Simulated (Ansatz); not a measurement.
MgTe, DFT, PBEsol, all-electron LAPW, scalar-relativistic (Ansatz 0.2.0), run on 1 thread of Arm Neoverse V2 on a shared host.

The cell is COD entry 1538744, as deposited and not checked against the literature; nothing was relaxed. The listed cell was then made from it by scaling, straining or moving an atom.

Command: `ansatz run input.yaml --threads 1 --pin off --max-ram 6144MiB --backend cpu --events-out ev --progress --plain --runs-dir out`

```yaml
crystal:
  lattice:
    - [4.5400020208, 0.0, 0.0]
    - [-2.2700010104, 3.9317570832, 0.0]
    - [0.0, 0.0, 7.61685]
  atoms:
    - { symbol: Mg, position: [0.3333333333, 0.6666666667, 0.0] }
    - { symbol: Mg, position: [0.6666666667, 0.3333333333, 0.5] }
    - { symbol: Te, position: [0.3333333333, 0.6666666667, 0.37] }
    - { symbol: Te, position: [0.6666666667, 0.3333333333, 0.87] }
kpoints:
  mp_grid: { grid: [9, 9, 5] }
  band_path:
    path:
      - [0.0, 0.0, 0.0]
      - [0.5, 0.0, 0.0]
      - [0.3333333333, 0.3333333333, 0.0]
      - [0.0, 0.0, 0.0]
      - [0.0, 0.0, 0.5]
      - [0.5, 0.0, 0.5]
      - [0.3333333333, 0.3333333333, 0.5]
      - [0.0, 0.0, 0.5]
      - [0.5, 0.0, 0.5]
    npoints: 5
scf:
  occupations: { method: fermi_dirac, width: 0.03 }
hamiltonian:
  xc: pbesol
  pseudopotentials: { kind: all_electron, lapw: { basis_error: 0.0005 } }
output:
  forces: true
  stress: true
  eigenvalues: true
```

(1) How large is the problem that the program sets up?

(2) About how long does it take, and how much memory does it use?

Results:

(1) 36 irreducible k-points, 1003 plane waves at Γ, 41 bands.

(2) 68 s of wall time for 8 SCF iterations, with a peak of 0.46 GiB. Times on shared machines scatter by tens of per cent.
